The band gap is the energy between the highest filled and the lowest empty band state of a crystal. For PbSe in the rock-salt structure it was computed with seven density functionals at one and the same cell, without spin-orbit coupling. "Gap on path" is the smallest such energy found along lines through the special points of reciprocal space, and "direct gap on path" is the smallest at a single point. The two agree in every row, as they should for PbSe, whose band edges are known to lie at the point L.

GPAW 26.7.0, plane-wave PAW DFT without spin polarisation or spin-orbit coupling, for rock-salt PbSe at a fixed cell with a cubic edge of 6.121 Å. All runs use a 600 eV cutoff, an 8 × 8 × 8 k mesh and Fermi-Dirac smearing of 0.05 eV. Gaps are taken along the path Γ–X–W–K–Γ–L–U–W–L–K, U–X.

```
functional                                           potentials  gap on path (eV)  direct gap on path (eV)
       LDA                 GPAW-PAW-data-sets-(gpaw-data-1.2.1)             0.141                    0.141
       PBE                 GPAW-PAW-data-sets-(gpaw-data-1.2.1)             0.242                    0.242
    PBEsol  PAW-data-sets-made-by gpaw-setup-for-the-functional             0.155                    0.155
    revPBE                 GPAW-PAW-data-sets-(gpaw-data-1.2.1)             0.301                    0.301
      RPBE                 GPAW-PAW-data-sets-(gpaw-data-1.2.1)             0.324                    0.324
      BLYP  PAW-data-sets-made-by gpaw-setup-for-the-functional             0.375                    0.375
    r2SCAN                 GPAW-PAW-data-sets-(gpaw-data-1.2.1)             0.527                    0.527
```

The gap grows from 0.141 eV with LDA to 0.527 eV with r2SCAN, although no atom has moved. How much that matters depends on the purpose. The density of thermally excited carriers goes as exp(−gap/2kT), with k the Boltzmann constant and T the temperature, if all else is equal. At room temperature the step from LDA to PBE then changes it by a factor of about 7, and the step from PBE to r2SCAN by about 250. The real factors are expected to be smaller, because a wider gap here also makes the carriers heavier, which adds states near the band edges. The choice of functional hardly matters for a sketch of the bands over several electronvolts, but it is decisive for the density of thermally excited carriers.

The cleanest view of the cause comes from PBE, revPBE and RPBE, which share their treatment of correlation and differ only in exchange. Each multiplies the exchange energy of a uniform electron gas by an enhancement factor F(s). The variable s measures how fast the density changes on the scale of the local electron wavelength. With the common constant μ and κ = 0.804, the factors for small s are

PBE: F = 1 + μs² − μ²s⁴/κ
RPBE: F = 1 + μs² − μ²s⁴/(2κ)

revPBE has the form of PBE with κ = 1.245. All three start alike, and then the PBE factor is the first to fall behind. The other two reward strong density gradients more, and their gaps are larger.

This can be made into a number. If the change of F is small, the gap responds to it in proportion, whatever the region of the crystal that matters most, as long as s is small there. The differences from PBE are then

revPBE − PBE: μ²s⁴ (1/0.804 − 1/1.245) = 0.44 μ²s⁴
RPBE − PBE: μ²s⁴ (1/0.804 − 1/1.608) = 0.62 μ²s⁴

The unknown response and the factor μ²s⁴ cancel in the ratio, which is 0.71. The table puts RPBE 0.082 eV above PBE, so revPBE should lie 0.71 × 0.082 = 0.058 eV above it. The computed step is 0.059 eV.

The estimate contains no fitted constant, but it is one ratio and no proof. It also has a limit of its own. With the full formulas the ratio rises to 0.83 at s = 2, and by s = 3 the revPBE factor has overtaken that of RPBE. The agreement therefore suggests that the change is governed by regions of moderate gradient. The pressure of the cell shows the same ratio, 0.72, so this is a feature of how the crystal responds to the change of exchange and not of the gap alone. Another exchange formula with the same correlation and the same μ would be expected to find its rough place in the series by its s⁴ term; a formula with a different μ is not covered by the argument.

Why a stronger reward for gradients should open this gap, and not close it, is not settled by these runs, but the orbitals at L offer a candidate. The top of the valence band is made mainly of Se 4p, mixed with the filled Pb 6s level below it. Two levels that mix repel each other, so Pb 6s pushes the valence edge up and narrows the gap. At the centre of reciprocal space, Γ, symmetry forbids this mixing, which makes the valence top there a possible reference, though not a fixed one, because Se 4p still mixes with Pb 6p at that point. Anything that lowers Pb 6s relative to Se 4p weakens the push at L and lets the valence edge sink.

The band energies of the PBE and BLYP runs show such a shift. Measured from the valence top at Γ, the Pb 6s band lies 0.18 eV deeper with BLYP, and the valence edge at L lies 0.05 eV lower. The conduction edge, mainly Pb 6p, rises by 0.08 eV. These shares depend on the reference, however. Counted from the upper valence pair at the point X, where symmetry also forbids the mixing, the valence edge sinks by 0.08 eV and the conduction edge rises by 0.05 eV. Counted from the deep Pb 5d level at Γ, the valence edge hardly moves and the conduction edge rises by 0.13 eV, nearly the whole step. A weaker push is therefore compatible with the data but not shown by them, and a rising conduction edge may carry most of the wider gap. BLYP also changes the correlation and the atomic data sets, so its deeper Pb 6s band may come from those and not from exchange. This pair does not tell how the exchange of revPBE and RPBE opens the gap.

r2SCAN breaks the link between the gap and the pressure of the fixed cell, which tells how strongly each functional wants the crystal to expand. A straight line fitted to LDA and the five gradient-corrected functionals follows their gaps to within 0.02 eV. For r2SCAN, which was kept out of the fit, the line gives 0.23 eV, less than half the computed gap. Pressure is not the cause of the gap here; it is a second sign of what the functional does, and the size of the miss depends on the sign chosen. The Coulomb part of the energy, for one, orders all seven rows as their gaps do, with r2SCAN at the end. The printed output below gives the line and the other comparisons.

The likely reason is that r2SCAN uses the kinetic energy density of the orbitals. Its potential therefore acts differently on different orbitals, and a gap between such levels contains part of a contribution that LDA and the gradient-corrected functionals lack. Theory expects a wider gap from this, but the table has no row that measures the effect alone. Some of the step may also come from atomic data sets that were not made for r2SCAN. LDA and PBEsol use data sets from different sources, so the 0.014 eV between them should not be used to rank those two.

All seven gaps lack an effect as large as the steps between them. Spin-orbit coupling mixes the lowest Pb 6p state at L with higher Pb 6p states and pushes it down. An estimate with a rough spin-orbit constant for lead and a guessed spacing of these states gives a lowering of a few tenths of an electronvolt. That is comparable with the whole gap in most rows. The conduction edge can fall below the valence edge, and the two then exchange character.

Such an inversion is easy to miss, because a program reports the size of a gap and not its sign. Suppose, for illustration, that spin-orbit coupling lowers the gap by 0.3 eV with every functional. LDA then goes from 0.14 to −0.16 eV, and the gap at L would be reported as 0.16 eV. The measured gap is roughly 0.15 eV at low temperature, so the result would look excellent with the bands in the wrong order. With LDA and PBE this inversion is in fact known to occur near this lattice constant.

The same caution applies to the table as it stands. LDA without spin-orbit coupling is also close to the measured size, but only because a gap that is too small has been spared a large reduction. revPBE meets the room-temperature value, roughly 0.3 eV, in the same way. Neither agreement is a reason to choose the functional.

The cell matters as much as the functional. In PbSe with normal band order the gap grows when the crystal expands, because the neighbours overlap less and Pb 6s pushes less. At the cell used here PBE is under a pressure of 2.2 GPa and wants to expand, while LDA is under −2.3 GPa and wants to shrink. Relaxing each cell would therefore drive their gaps further apart, if an inverted gap is counted as negative. If the gap changes by roughly 0.1 eV per GPa, the effect is a few tenths of an electronvolt between these two, and with LDA the two edges at L could change order even without spin-orbit coupling. The bands would then be expected to cross near L and leave no gap at all.

In practice, settle the cell first, and use the same one for every functional that is to be compared. A measured cell keeps the functional's error in volume out of the gap. Then include spin-orbit coupling, and look at the orbital character of the two edges at L before reading the size of the gap. If the upper edge is mainly Se 4p and the lower one mainly Pb 6p, the order is inverted, and the gap must be entered with a negative sign in any comparison.

Among the functionals here, r2SCAN leaves the most room for spin-orbit coupling before the bands invert, so it is a reasonable first trial. A wide gap is no merit in itself, though, and these rows can't tell whether the value is right once the coupling is included. A hybrid functional, which mixes in exact exchange, is a common but much dearer next check, again with spin-orbit coupling. If a carrier density is needed to within a factor of two, the gap must be good to about 0.04 eV, and the steps between functionals are mostly larger than that. For that purpose the gap should be taken from measurement. The calculated bands can supply the rest only if their order is right. Even then the effective masses at L need care, because in a crystal with so narrow a gap they are expected to shrink with it.

Short of a hybrid functional, cost hardly argues against this order of work. LDA and the gradient-corrected functionals need nearly the same effort, and r2SCAN somewhat more, because it also evaluates the kinetic energy density. Spin-orbit coupling doubles the size of the matrix, which makes a full diagonalisation about 2³ = 8 times as expensive. For a cell of two atoms that is a small price for getting the order of the bands right.

Output of the analysis:

```
fit of gap on 6 rows (~meta): constant 0.193 +/- 0.0084, coefficient of P 0.03065 +/- 0.0024; rms 0.0135, worst LDA -0.0192, leave-one-out rms 0.0242
  rows outside the fit (model, value, miss): r2SCAN 0.2342, 0.527, -0.293
Gap and pressure at the fixed cell:
     row  gap above LDA (eV)  pressure (GPa)  line less gap (eV)
     LDA                   0          -2.323            -0.01918
     PBE               0.101           2.209             0.01873
  PBEsol               0.014          -0.716             0.01607
  revPBE                0.16           3.508          -0.0004582
    RPBE               0.183            4.01           -0.008072
    BLYP               0.234           5.706           -0.007088
  r2SCAN               0.386           1.344             -0.2928
Spread of the gap over all rows (eV): 0.386
Spread of the gap without r2SCAN (eV): 0.234
Step from PBE to revPBE (eV): 0.059
Step from PBE to RPBE (eV): 0.082
Step from PBE to r2SCAN (eV): 0.285
Ratio of the revPBE step to the RPBE step in the gap: 0.7195
Same ratio in the pressure: 0.7213
Ratio expected from the s^4 terms, no fit: 0.7084
Ratio of the full enhancement changes at s of 2: 0.8311
Ratio of the full enhancement changes at s of 3: 1.175
Valence edge, BLYP less PBE (eV): -0.05021
Conduction edge, BLYP less PBE (eV): 0.0827
Depth of the Pb 6s band at Gamma, BLYP less PBE (eV): 0.182
Factor in thermal carrier density at 300 K for the step LDA to PBE: 7.053
Factor in thermal carrier density at 300 K for the step PBE to r2SCAN: 247.7
Rough spin-orbit lowering of a Pb 6p edge, splitting 1 eV (eV): 0.4183
Rough spin-orbit lowering of a Pb 6p edge, splitting 3 eV (eV): 0.15
Rough extra spread if each functional relaxed its own cell, without r2SCAN (eV): 0.7226
```
